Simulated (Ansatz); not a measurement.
# RbCl: the cost of one run

Computed with Ansatz 0.2.0, driven from Python. The levels of theory stand in the script.

### Step 1. The system

It takes space group Fm-3m (No. 225, cubic). The conventional cell has a = 6.548 Å, b = 6.548 Å, c = 6.548 Å, α = 90.00°, β = 90.00°, γ = 90.00°. Rb (site symmetry m-3m) has 6 Cl at 3.27 Å as nearest neighbours. Around Cl (site symmetry m-3m) lie 6 Rb at 3.27 Å.

Input file rbcl.cif:

```cif
data_RbCl
_cell_length_a 4.630135
_cell_length_b 4.630135
_cell_length_c 4.630135
_cell_angle_alpha 60.00000
_cell_angle_beta 60.00000
_cell_angle_gamma 60.00000
_symmetry_space_group_name_H-M 'P 1'
_symmetry_Int_Tables_number 1
loop_
_symmetry_equiv_pos_as_xyz
'x, y, z'
loop_
_atom_site_label
_atom_site_type_symbol
_atom_site_fract_x
_atom_site_fract_y
_atom_site_fract_z
Rb1 Rb    0.000000    0.000000    0.000000
Cl2 Cl    0.500000    0.500000    0.500000
```

### Step 2. The code

The input, ddh_rbcl.py:

```python
'''Dielectric-dependent hybrid for RbCl.'''

import ansatz
from ase.io import read
import numpy as np

KGRID = (4, 4, 4)
MIXING_BETA = 0.1
SCF_TOL = 1e-05
SMEARING = 'fixed'


def count_gap(report):
    # lowest empty less highest filled band, counting bands; zero where they overlap
    return max(report.get('gap_by_band_count_ev') or 0.0, 0.0)

atoms = read('rbcl.cif')
cell = ansatz.Crystal.from_ase(atoms)

calc = cell.calculation()
calc = calc.accuracy('high')
calc = calc.kpoints(*KGRID, center='gamma')
calc = calc.mixing('broyden', beta=MIXING_BETA)
calc = calc.scf(tolerance=SCF_TOL).occupations(SMEARING)
calc = calc.band_table()
semilocal = calc.functional('pbesol').run(threads=1, pin='off').report
hybrid = calc.functional(exchange='pbesol', correlation='pbesol', exact_fraction='inverse_dielectric').run(threads=1, pin='off').report
alpha = hybrid['hybrid']['exact_exchange_fraction']
print(f'fraction of exact exchange {alpha:.4f}, so eps_inf = {1 / alpha:.2f}')
print(f'gap by band count: {count_gap(semilocal):.3f} eV semilocal, {count_gap(hybrid):.3f} eV hybrid')
```

### Step 3. The input behind the calls

The package turns the script's settings into the engine's input (first run):

```yaml
crystal:
  lattice:
    - [4.630135, 0.0, 0.0]
    - [2.3150675000000005, 4.009814532951462, 0.0]
    - [2.3150675000000005, 1.336604844317154, 3.7804893967337962]
  atoms:
    - { symbol: Rb, position: [0.0, 0.0, 0.0] }
    - { symbol: Cl, position: [0.5000000000000001, 0.5, 0.5] }
accuracy: high
kpoints:
  mp_grid:
    grid: [4, 4, 4]
    shift: [0.0, 0.0, 0.0]
hamiltonian:
  xc: pbesol
scf:
  convergence:
    dr2_threshold: 1.0e-05
  mixing:
    algorithm: broyden
    beta: 0.1
  occupations:
    method: fixed
output:
  eigenvalues: true
```

### Step 4. The run

The run is started by

```sh
$ python ddh_rbcl.py
```

**Question.** How long does this script take on 1 thread of Arm Neoverse V2, shared host, and how much memory does it need?

About 19 s, with a peak of 0.88 GiB.
